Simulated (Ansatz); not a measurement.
**C under changes of volume**

One of the cells (9.153 Å³/atom); the others are scaled copies at fixed shape and fractional positions:

```
CELL_PARAMETERS angstrom
2.12732 -1.22828 0.00000
2.12732 1.22828 0.00000
-1.37907 0.00000 3.50283
ATOMIC_POSITIONS crystal
C 0.16664 0.16664 0.99991
C 0.83336 0.83336 0.00009
```

This is a stacking variant of graphite.

| Quantity | Value |
| --- | --- |
| Program | Ansatz 0.2.0 |
| Functional | HSE06 |
| Potentials or basis | Ansatz PAW |
| Cutoff | 420 eV (not typed: the program's choice for these potentials) |
| k mesh | 8 × 8 × 4 |
| Occupations | fermi-dirac, width 0.05 eV |
| Spin | no spin polarisation |

```tsv
volume (Å³/atom)	energy over the lowest point (meV/atom)	pressure (GPa)	gap on the mesh (eV)
8.604	24.73	17.1	2.14
8.787	?	?	?
8.970	1.13	3.9	2.09
9.153	0.00	-1.9	2.07
9.336	5.21	-7.2	2.04
9.519	16.19	-12.0	2.02
9.702	32.41	-16.4	2.00
```

What does the run at 8.787 Å³/atom give?

Energy over the lowest point 9.14 meV/atom; pressure 10.2 GPa; gap on the mesh 2.12 eV.

Worked out: A Birch-Murnaghan fit of order 3 (a polynomial in V^(-2/3)) to the other rows has its minimum at 9.09 Å³/atom with B0 = V·E''(V) = 283 GPa and B' = 3.5 at fixed shape and positions, which overstates the stiffness. It gives 9.14 meV/atom at 8.787 Å³/atom, against the run's 9.14, and -dE/dV = 10.2 GPa, against 10.2. A straight line through the other rows of the gap, of slope -1.18 eV per unit of ln V (its deformation potential), gives 2.11 eV, against the run's 2.12.

Energies are extrapolated to zero smearing.

Caveats: all runs use coarse meshes; this functional lacks dispersion, which binds the layers, so the pressure and a relaxed spacing across them are unreliable; the PAW data sets come from PBE, with cores solved anew for the run's functional, which leaves a small shift of forces and pressure; the thresholds are loose for stress.

A mesh can miss the band edges.
